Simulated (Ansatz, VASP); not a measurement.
**CoO in VASP and in Ansatz**

The input INCAR:

```
ALGO = Normal ; EDIFF = 1E-7
ENCUT = 520 ; GGA = RP
ISIF = 2 ; ISMEAR = 0
ISPIN = 2 ; IVDW = 13
LASPH = T ; LCHARG = T
LDAU = T ; LDAUJ = 0 0
LDAUL = 2 -1 ; LDAUPRINT = 1
LDAUTYPE = 2 ; LDAUU = 3.3 0
LELF = T ; LMAXMIX = 4
LORBIT = 11 ; LREAL = F
LVHAR = T ; LWAVE = F
MAGMOM = 2.86 0 ; NBANDS = 18
NELM = 150 ; PREC = Accurate
SIGMA = 0.05
```

Contents of KPOINTS:

```
k-points
0
Gamma
  10 10 10
```

Contents of POSCAR:

```
CoO
1.0
    0.0000000000      2.1315016559      2.1315016559
    2.1315016559      0.0000000000      2.1315016559
    2.1315016559      2.1315016559      0.0000000000
Co O
1 1
Direct
    0.0000000000      0.0000000000      0.0000000000
    0.5000000000      0.5000000000      0.5000000000
```

Input for Ansatz:

```yaml
crystal:
  lattice:
    - [0.0, 2.1315016559, 2.1315016559]
    - [2.1315016559, 0.0, 2.1315016559]
    - [2.1315016559, 2.1315016559, 0.0]
  atoms:
    - { symbol: Co, position: [0.0, 0.0, 0.0], spin: 2.86 }
    - { symbol: O, position: [0.5, 0.5, 0.5] }
basis:
  ecutwfc: 420
  ecutrho_ratio: 4
kpoints:
  mp_grid: { grid: [10, 10, 10] }
hamiltonian:
  xc: rpbe
  dispersion: d4
  hubbard: { sites: [{ species: Co, l: d, u_eff: 3.3 }] }
scf:
  occupations: { method: gaussian, width: 0.05 }
  lower_state_search: "off"
output:
  forces: true
  stress: true
  eigenvalues: true
  populations: true
  hubbard: { sites: [{ species: Co, l: d }] }
magnetization:
  spin_polarized: true
checkpoint:
  read: start.run
  write: ck
  compress: false
  write_wavefunctions: false
  write_every: 100000
```

Alike in both runs: task single point; functional RPBE; dispersion D4; k mesh 10 × 10 × 10; occupations gaussian, width 0.05 eV; collinear spin; Hubbard terms Co d U = 3.3 eV.

|  | VASP | Ansatz |
| --- | --- | --- |
| version | VASP 6.6.1 | Ansatz 0.2.0 |
| potentials or method | VASP PAW PBE potentials, release 64 (Co, O) | scalar-relativistic, plane waves, PAW |
| plane-wave cutoff (eV) | 520 | 420 |
| valence electrons in the cell | 15 | 23 |

```tsv
	VASP	Ansatz	Ansatz less VASP
pressure (GPa)	-2.9	7.5	+10.31
largest component of the traceless stress (GPa)	0.00	0.71	+0.713
net moment per atom (μB)	1.50	1.50	0.000
size of the moment on the site where the two differ most (μB)	2.74	2.61	-0.128
dispersion energy (meV/atom)	-591.2	-590.9	+0.36
```

Site moments also hang on the region over which each program counts them. The programs project onto different local orbitals, so the same U acts differently. The two sets of potentials don't hold the same shells in valence.

Caveats: the PAW data sets were made with another functional, which shifts forces and pressure a little (VASP); a cell with one magnetic atom can't hold antiferromagnetic order, which such compounds often take; pairwise dispersion overbinds metals, which lowers pressure and volume. The state reached can hang on the start; a lower one may exist.
